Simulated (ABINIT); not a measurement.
Runs of ABINIT 10.8.3 (patched build) on Bi. It takes space group Im-3m (No. 229, cubic). Conventional cell: a = 3.963 Å, b = 3.963 Å, c = 3.963 Å, α = 90.00°, β = 90.00°, γ = 90.00°. Bi (site symmetry m-3m) is surrounded by 8 Bi at 3.43 Å. This isn't the form of Bi at room conditions, which is rhombohedral.

```csv
level,gap on the mesh (eV),pressure (GPa)
AM05,none,(a)
r2SCAN,none,-0.4
PBEsol,none,(b)
SCAN,none,-1.8
BLYP,none,4.5
LDA,none,-3.8
```

Alike in all rows: task band structure; potentials or basis JTH PAW PBE v2.0; no spin polarisation; cell as given; k mesh 9 × 9 × 9; cutoff (eV) 707; smearing fermi-dirac 0.05 eV.

Question: Estimate the missing entries.

Answer: (a) -2.4; (b) -2.5.

Caveats: the PAW data sets were made with another functional, which shifts forces and pressure a little; spin-orbit coupling is left out, which moves the levels of the heavy elements.

A k mesh can miss the band edges, and the runs leave out spin-orbit coupling on Bi.

A gap of «none» marks a metal or a gap under the smearing width.
